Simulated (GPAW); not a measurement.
# NiO (Fm-3m) in GPAW: settings compared

One crystal, NiO, is run at these levels: PBEsol+D3, PBE+D3, vdW-DF2; tasks: equation of state, band structure.

Program: GPAW 26.7.0. These are calculated values, not measurements. Logs are shortened: lines on timing, memory, paths and dates and some standing lists are left out, and cuts for length are marked. The log counts tension as positive stress, the text compression.

**The experiment to reproduce.**

From “Local correlations, non-local screening, multiplets, and band formation in NiO”, 2012, arxiv:1210.6675, for a bulk crystal of NiO: band gap 4.3 eV.

How close the calculation comes is told below.

### Step 1. Starting point

The structure is cubic, space group Fm-3m (No. 225). Conventional cell: a = 4.172 Å, b = 4.172 Å, c = 4.172 Å, α = 90.00°, β = 90.00°, γ = 90.00°. Ni (site symmetry m-3m) is surrounded by 6 O at 2.09 Å. O (site symmetry m-3m) has 6 Ni at 2.09 Å as nearest neighbours.

### Step 2. Equation of state, PBEsol+D3, collinear spin, ferromagnetic start

Input file run.py:

```python
import spglib
from ase import Atoms
from ase.calculators.mixing import SumCalculator
from ase.eos import EquationOfState
from ase.io import Trajectory, read
from ase.units import GPa
from dftd3.ase import DFTD3
from gpaw import GPAW, PW, setup_paths

setup_paths.insert(0, '.')

atoms = read('NiO.cif')
cell, positions, numbers = spglib.find_primitive(
    (atoms.cell[:], atoms.get_scaled_positions(), atoms.numbers), symprec=1e-4)
atoms = Atoms(numbers, cell=cell, scaled_positions=positions, pbc=True)
atoms.set_initial_magnetic_moments([1.0, 0.0])

traj = Trajectory('eos.traj', 'w')
volumes, energies = [], []
for x in [0.94, 0.96, 0.98, 1.0, 1.02, 1.04, 1.06]:
    a = atoms.copy()
    a.set_cell(atoms.cell * x**(1 / 3), scale_atoms=True)
    calc = GPAW(mode=PW(800),
                xc='PBEsol',
                kpts={'size': (8, 8, 8), 'gamma': True},
                occupations={'name': 'fermi-dirac', 'width': 0.05},
                nbands=22,
                convergence={'density': 1e-05, 'energy': 1e-05},
                maxiter=150,
                txt=f'eos-{x:.2f}.txt')
    a.calc = SumCalculator([calc, DFTD3(method='pbesol', damping='d3zero')])
    energies.append(a.get_potential_energy())
    volumes.append(a.get_volume())
    p = -a.get_stress()[:3].mean() / GPa
    calc.write(f'eos-{x:.2f}.gpw')
    traj.write(a)
    print(f'{x:.2f} {volumes[-1]:10.4f} A^3 {energies[-1]:14.6f} eV {p:9.3f} GPa', flush=True)

v0, e0, B = EquationOfState(volumes, energies, eos='birchmurnaghan').fit()
print(f'V0 = {v0:.4f} A^3, E0 = {e0:.6f} eV, B0 = {B / GPa:.2f} GPa')
```

Input file NiO.cif:

```cif
data_NiO
_cell_length_a 4.17180328
_cell_length_b 4.17180328
_cell_length_c 4.17180328
_cell_angle_alpha 90.00000000
_cell_angle_beta 90.00000000
_cell_angle_gamma 90.00000000
_space_group_name_H-M_alt 'Fm-3m'
_space_group_name_Hall '-F 4 2 3'
_space_group_IT_number 225
loop_
_space_group_symop_operation_xyz
'x,y,z'
'-x,-y,-z'
'-y,x,z'
'y,-x,-z'
'-x,-y,z'
'x,y,-z'
'y,-x,z'
'-y,x,-z'
'x,-y,-z'
'-x,y,z'
'-y,-x,-z'
'y,x,z'
'-x,y,-z'
'x,-y,z'
'y,x,-z'
'-y,-x,z'
'z,x,y'
'-z,-x,-y'
'z,-y,x'
'-z,y,-x'
'z,-x,-y'
'-z,x,y'
'z,y,-x'
'-z,-y,x'
'-z,x,-y'
'z,-x,y'
'-z,-y,-x'
'z,y,x'
'-z,-x,y'
'z,x,-y'
'-z,y,x'
'z,-y,-x'
'y,z,x'
'-y,-z,-x'
'x,z,-y'
'-x,-z,y'
'-y,z,-x'
'y,-z,x'
'-x,z,y'
'x,-z,-y'
'-y,-z,x'
'y,z,-x'
'-x,-z,-y'
'x,z,y'
'y,-z,-x'
'-y,z,x'
'x,-z,y'
'-x,z,-y'
'x,y+1/2,z+1/2'
'-x,-y+1/2,-z+1/2'
'-y,x+1/2,z+1/2'
'y,-x+1/2,-z+1/2'
[... 63 lines left out ...]
'-z+1/2,y,-x+1/2'
'z+1/2,-x,-y+1/2'
'-z+1/2,x,y+1/2'
'z+1/2,y,-x+1/2'
'-z+1/2,-y,x+1/2'
'-z+1/2,x,-y+1/2'
'z+1/2,-x,y+1/2'
'-z+1/2,-y,-x+1/2'
'z+1/2,y,x+1/2'
'-z+1/2,-x,y+1/2'
'z+1/2,x,-y+1/2'
'-z+1/2,y,x+1/2'
'z+1/2,-y,-x+1/2'
'y+1/2,z,x+1/2'
'-y+1/2,-z,-x+1/2'
'x+1/2,z,-y+1/2'
'-x+1/2,-z,y+1/2'
'-y+1/2,z,-x+1/2'
'y+1/2,-z,x+1/2'
'-x+1/2,z,y+1/2'
'x+1/2,-z,-y+1/2'
'-y+1/2,-z,x+1/2'
'y+1/2,z,-x+1/2'
'-x+1/2,-z,-y+1/2'
'x+1/2,z,y+1/2'
'y+1/2,-z,-x+1/2'
'-y+1/2,z,x+1/2'
'x+1/2,-z,y+1/2'
'-x+1/2,z,-y+1/2'
'x+1/2,y+1/2,z'
'-x+1/2,-y+1/2,-z'
'-y+1/2,x+1/2,z'
'y+1/2,-x+1/2,-z'
'-x+1/2,-y+1/2,z'
'x+1/2,y+1/2,-z'
'y+1/2,-x+1/2,z'
'-y+1/2,x+1/2,-z'
'x+1/2,-y+1/2,-z'
'-x+1/2,y+1/2,z'
'-y+1/2,-x+1/2,-z'
'y+1/2,x+1/2,z'
'-x+1/2,y+1/2,-z'
'x+1/2,-y+1/2,z'
'y+1/2,x+1/2,-z'
'-y+1/2,-x+1/2,z'
'z+1/2,x+1/2,y'
'-z+1/2,-x+1/2,-y'
'z+1/2,-y+1/2,x'
'-z+1/2,y+1/2,-x'
'z+1/2,-x+1/2,-y'
'-z+1/2,x+1/2,y'
'z+1/2,y+1/2,-x'
'-z+1/2,-y+1/2,x'
'-z+1/2,x+1/2,-y'
'z+1/2,-x+1/2,y'
'-z+1/2,-y+1/2,-x'
'z+1/2,y+1/2,x'
'-z+1/2,-x+1/2,y'
'z+1/2,x+1/2,-y'
'-z+1/2,y+1/2,x'
'z+1/2,-y+1/2,-x'
'y+1/2,z+1/2,x'
'-y+1/2,-z+1/2,-x'
'x+1/2,z+1/2,-y'
'-x+1/2,-z+1/2,y'
'-y+1/2,z+1/2,-x'
'y+1/2,-z+1/2,x'
'-x+1/2,z+1/2,y'
'x+1/2,-z+1/2,-y'
'-y+1/2,-z+1/2,x'
'y+1/2,z+1/2,-x'
'-x+1/2,-z+1/2,-y'
'x+1/2,z+1/2,y'
'y+1/2,-z+1/2,-x'
'-y+1/2,z+1/2,x'
'x+1/2,-z+1/2,y'
'-x+1/2,z+1/2,-y'
loop_
_atom_site_label
_atom_site_type_symbol
_atom_site_symmetry_multiplicity
_atom_site_Wyckoff_symbol
_atom_site_fract_x
_atom_site_fract_y
_atom_site_fract_z
_atom_site_occupancy
Ni1 Ni 4 a 0.0000000000 0.0000000000 0.0000000000 1
O1 O 4 b 0.5000000000 0.0000000000 0.0000000000 1
```

Potentials or basis: PAW data sets generated in the run's folder for this functional, pw.

On the command line:

```console
$ gpaw-setup -f PBEsol Ni O
$ OMP_NUM_THREADS=1 python run.py
```

The program printed:

```text
__  _  _
 | _ |_)|_||  |
 |__||  | ||/\| - 26.7.0

Input parameters:
  mode=PW(ecut=800.0),
  convergence={'density': 1e-05, 'energy': 1e-05},
  kpts=MonkhorstPack(size=(8, 8, 8), gamma=True),
  maxiter=150,
  nbands=22,
  occupations=Occupations(name='fermi-dirac', width=0.05),
  xc=XC(name='PBEsol')

Diagonalizing LCAO Hamiltonian
Converting LCAO to pw mode

              O

       Ni

Atoms  # Å, Bohr magnetons
|   | symbol |        x |        y |        z |    initial magnetic moments |
|---|--------|----------|----------|----------|-----------------------------|
| 0 |     Ni | 0.000000 | 0.000000 | 0.000000 | ( 0.0000,  0.0000,  1.0000) |
| 1 |      O | 2.057710 | 2.057710 | 2.057710 | ( 0.0000,  0.0000,  0.0000) |

Unit cell  # Å
| periodic |        x |        y |        z |  lengths |    angles |
|----------|----------|----------|----------|----------|-----------|
|      yes | 0.000000 | 2.057710 | 2.057710 | 2.910042 | 60.000000 |
|      yes | 2.057710 | 0.000000 | 2.057710 | 2.910042 | 60.000000 |
|      yes | 2.057710 | 2.057710 | 0.000000 | 2.910042 | 60.000000 |

Number of symmetries: 48
Symmetry operations  # r_c * U_cc + t_c -> r_c
|    | kind |            matrix            |
|----|------|------------------------------|
|  0 |  σ   |  1, 0, 0,  1, 0,-1,  1,-1, 0 |
|  1 |  C2  |  1, 0, 0,  1,-1, 0,  1, 0,-1 |
|  2 |  E   |  1, 0, 0,  0, 1, 0,  0, 0, 1 |
|  3 |  σ   |  1, 0, 0,  0, 0, 1,  0, 1, 0 |
|  4 |  C4  |  1, 0,-1,  1, 0, 0,  1,-1, 0 |
|  5 |  S6  |  1, 0,-1,  1,-1, 0,  1, 0, 0 |
|  6 |  σ   |  1, 0,-1,  0, 1,-1,  0, 0,-1 |
|  7 |  C3  |  1, 0,-1,  0, 0,-1,  0, 1,-1 |
|  8 |  S6  |  1,-1, 0,  1, 0, 0,  1, 0,-1 |
|  9 |  C4  |  1,-1, 0,  1, 0,-1,  1, 0, 0 |
| 10 |  C3  |  1,-1, 0,  0,-1, 1,  0,-1, 0 |
| 11 |  σ   |  1,-1, 0,  0,-1, 0,  0,-1, 1 |
| 12 |  σ   |  0, 1, 0,  1, 0, 0,  0, 0, 1 |
| 13 |  C4  |  0, 1, 0,  0, 1,-1, -1, 1, 0 |
| 14 |  C3  |  0, 1, 0,  0, 0, 1,  1, 0, 0 |
| 15 |  S6  |  0, 1, 0, -1, 1, 0,  0, 1,-1 |
| 16 |  C2  |  0, 1,-1,  1, 0,-1,  0, 0,-1 |
| 17 |  σ   |  0, 1,-1,  0, 1, 0, -1, 1, 0 |
| 18 |  S4  |  0, 1,-1,  0, 0,-1,  1, 0,-1 |
| 19 |  C4  |  0, 1,-1, -1, 1, 0,  0, 1, 0 |
| 20 |  C3  |  0, 0, 1,  1, 0, 0,  0, 1, 0 |
| 21 |  σ   |  0, 0, 1,  0, 1, 0,  1, 0, 0 |
| 22 |  S6  |  0, 0, 1,  0,-1, 1, -1, 0, 1 |
| 23 |  C4  |  0, 0, 1, -1, 0, 1,  0,-1, 1 |
| 24 |  S4  |  0, 0,-1,  1, 0,-1,  0, 1,-1 |
| 25 |  C3  |  0, 0,-1,  0, 1,-1,  1, 0,-1 |
| 26 |  C2  |  0, 0,-1,  0,-1, 0, -1, 0, 0 |
| 27 |  S6  |  0, 0,-1, -1, 0, 0,  0,-1, 0 |
| 28 |  S4  |  0,-1, 1,  1,-1, 0,  0,-1, 0 |
| 29 |  C4  |  0,-1, 1,  0, 0, 1, -1, 0, 1 |
| 30 |  C2  |  0,-1, 1,  0,-1, 0,  1,-1, 0 |
| 31 |  σ   |  0,-1, 1, -1, 0, 1,  0, 0, 1 |
| 32 |  C3  |  0,-1, 0,  1,-1, 0,  0,-1, 1 |
| 33 |  S6  |  0,-1, 0,  0, 0,-1, -1, 0, 0 |
| 34 |  S4  |  0,-1, 0,  0,-1, 1,  1,-1, 0 |
| 35 |  C2  |  0,-1, 0, -1, 0, 0,  0, 0,-1 |
| 36 |  C2  | -1, 1, 0,  0, 1, 0,  0, 1,-1 |
| 37 |  S6  | -1, 1, 0,  0, 1,-1,  0, 1, 0 |
| 38 |  S4  | -1, 1, 0, -1, 0, 1, -1, 0, 0 |
| 39 |  C3  | -1, 1, 0, -1, 0, 0, -1, 0, 1 |
| 40 |  S6  | -1, 0, 1,  0, 0, 1,  0,-1, 1 |
| 41 |  C2  | -1, 0, 1,  0,-1, 1,  0, 0, 1 |
| 42 |  C3  | -1, 0, 1, -1, 1, 0, -1, 0, 0 |
| 43 |  S4  | -1, 0, 1, -1, 0, 0, -1, 1, 0 |
| 44 |  C2  | -1, 0, 0,  0, 0,-1,  0,-1, 0 |
| 45 |  i   | -1, 0, 0,  0,-1, 0,  0, 0,-1 |
| 46 |  σ   | -1, 0, 0, -1, 1, 0, -1, 0, 1 |
| 47 |  C2  | -1, 0, 0, -1, 0, 1, -1, 1, 0 |

BZ-sampling:
  Number of BZ points: 512
  Number of IBZ points: 29

  Monkhorst-Pack size: [8, 8, 8]
  Monkhorst-Pack shift: [0.0625, 0.0625, 0.0625]

K-points  # in reciprocal-cell coordinates
|     |                                coordinates |     weight |
|-----|--------------------------------------------|------------|
|   0 | (  0.00000000,   0.00000000,   0.00000000) | 0.00195312 |
|   1 | (  0.12500000,   0.12500000,   0.00000000) | 0.01171875 |
|   2 | (  0.12500000,   0.12500000,   0.12500000) | 0.01562500 |
|   3 | (  0.25000000,   0.12500000,   0.12500000) | 0.02343750 |
[... 71 lines left out ...]
    projectors
    | kind |    occ | energy [eV] | rcut [Å] |
    |------|--------|-------------|----------|
    |   2s |  2.000 |     -23.808 |    0.688 |
    |   2p |  4.000 |      -8.972 |    0.598 |
    |    s |        |       3.404 |    0.688 |
    |    p |        |      18.239 |    0.598 |
    |    d |        |       0.000 |    0.619 |

    Using partial waves for O as LCAO basis

Reference energy: -43366.555767  # eV

eigensolver:
  PPCG
  Converge bands: occupied
  niter=2

density mixing:
  MSR1-Mixer
  Pratt-step length: 0.05
  Maximum mixing coefficient: 0.75
  Old densities: 10
  SVD Regularization: 0.005
  Good broyden scale: 1.0
  Trust region scale: 1.0
  Backstep threshold: 4.0
  History deletion threshold: 6.0
  Fourier metric: weight=20.0, sigma=0.015

occupation numbers:
  Fermi-Dirac:
    width: 0.0500  # eV

poisson solver:
  ecut: 6400.0  # eV

xc functional:
  name: PBEsol with 2 nearest neighbor stencil

convergence criteria:
- Maximum integral of absolute [dens]ity change: 1e-05 electrons / valence electron
- Maximum [total energy] change in last 3 cyles: 1e-05 eV / valence electron
- Maximum integral of absolute [eigenst]ate change: 4e-08 eV^2 / valence electron
maximum number of iterations: 150

SCF iterations
|iter     | |      energy | eigst |  dens |  magmom |
|---------|-|-------------|-------|-------|---------|
|iter:   1| |  -14.559800 | +0.19 |       |  +1.0004|
|iter:   2| |  -14.468914 | -2.37 | -1.15 |  +0.9901|
|iter:   3| |  -14.243966 | -2.36 | -1.18 |  +0.8444|
|iter:   4| |  -14.293457 | -2.87 | -1.76 |  +0.8157|
|iter:   5| |  -14.237464 | -3.50 | -1.67 |  +0.8033|
|iter:   6| |  -14.241238 | -4.10 | -2.12 |  +0.7732|
|iter:   7| |  -14.241209 | -6.35 | -2.94 |  +0.7819|
|iter:   8| |  -14.241200c| -5.80 | -3.08 |  +0.8070|
|iter:   9| |  -14.241172c| -5.74 | -3.22 |  +0.8344|
|iter:  10| |  -14.241208c| -5.95 | -3.18 |  +0.8634|
|iter:  11| |  -14.241377c| -5.82 | -3.43 |  +0.8943|
|iter:  12| |  -14.241818 | -5.61 | -3.54 |  +0.9413|
|iter:  13| |  -14.242245 | -5.51 | -3.67 |  +0.9883|
|iter:  14| |  -14.241866 | -5.61 | -3.57 |  +0.9452|
|iter:  15| |  -14.242051 | -6.32 | -3.87 |  +0.9634|
|iter:  16| |  -14.242037c| -8.56c| -4.73 |  +0.9620|
|iter:  17| |  -14.242033c| -7.91c| -5.48c|  +0.9616|

Converged in 17 steps
Energy contributions relative to reference atoms: (reference = -43366.555767)

Energy contributions:
  Kinetic:          23.416005
  Coulomb:         -19.903933
  Zero:              0.247331
  External:          0.000000
  Xc:              -17.994508
  Entropy:          -0.013857
  Spinorbit:         0.000000
  ----------------------------
  Free energy:     -14.248962
  Extrapolated:    -14.242033

dipole moment: (-8.270296, -8.270296, -8.270296)  # |e|*Ang

Total magnetic moment: (0.000000, 0.000000, 0.961603)

Local magnetic moments
|        x |        y |        z |
|----------|----------|----------|
| 0.000000 | 0.000000 | 0.822101 |  # Ni   0
| 0.000000 | 0.000000 | 0.101339 |  # O    1

Fermi level: 8.644
Eigenvalues  # (at kpt = [0.000, 0.000, 0.000])
| band index |      eig [eV] | occ [0-1] |      eig [eV] | occ [0-1] |
|------------|---------------|-----------|---------------|-----------|
|          0 |       -55.399 |     1.000 |       -54.420 |     1.000 |
|        ... |               |           |               |           |
|          4 |         5.127 |     1.000 |         5.373 |     1.000 |
|          5 |         5.127 |     1.000 |         5.373 |     1.000 |
|          6 |         5.127 |     1.000 |         5.373 |     1.000 |
|          7 |         6.129 |     1.000 |         6.723 |     1.000 |
|          8 |         6.129 |     1.000 |         6.723 |     1.000 |
|          9 |         6.213 |     1.000 |         6.723 |     1.000 |
|         10 |         6.213 |     1.000 |         7.435 |     1.000 |
|         11 |         6.213 |     1.000 |         7.435 |     1.000 |
|         12 |        10.132 |     0.000 |        10.323 |     0.000 |
|         13 |        26.121 |     0.000 |        26.099 |     0.000 |
|         14 |        27.604 |     0.000 |        27.773 |     0.000 |
|         15 |        27.604 |     0.000 |        27.773 |     0.000 |
|         16 |        27.604 |     0.000 |        27.773 |     0.000 |
|         17 |        31.251 |     0.000 |        31.524 |     0.000 |
|         18 |        31.251 |     0.000 |        31.524 |     0.000 |
|         19 |        31.251 |     0.000 |        31.524 |     0.000 |
|        ... |               |           |               |           |
|         21 |        34.676 |     0.000 |        35.050 |     0.000 |

No gap
No difference between direct/indirect transitions

Stress tensor  # eV/Ang^3
|         x |         y |         z |
|-----------|-----------|-----------|
| -0.020158 | -0.000000 |  0.000000 |
| -0.000000 | -0.020158 |  0.000000 |
|  0.000000 |  0.000000 | -0.020158 |

# Writing to eos-0.96.gpw (mode='')
```

Wall time 3.8 min (1 thread of Intel Xeon Platinum 8488C (Sapphire Rapids), shared host); peak memory 0.26 GiB.

What came out:

| Quantity | Value |
| --- | --- |
| Equilibrium volume | 8.76 Å³/atom (rough: see the caveat) |
| Bulk modulus | 247 GPa (rough) |

Energy against volume, from the lowest point:
```tsv
volume (Å³/atom)	energy (meV/atom)
8.531	4.37
8.713	0.00
8.894	0.79
9.076	6.82
9.257	17.30
9.439	27.98
9.620	41.65
```

Caveat: the fit is doubtful: noisy points or a state that changes with volume.

(Part 1 of 2 ends here.)
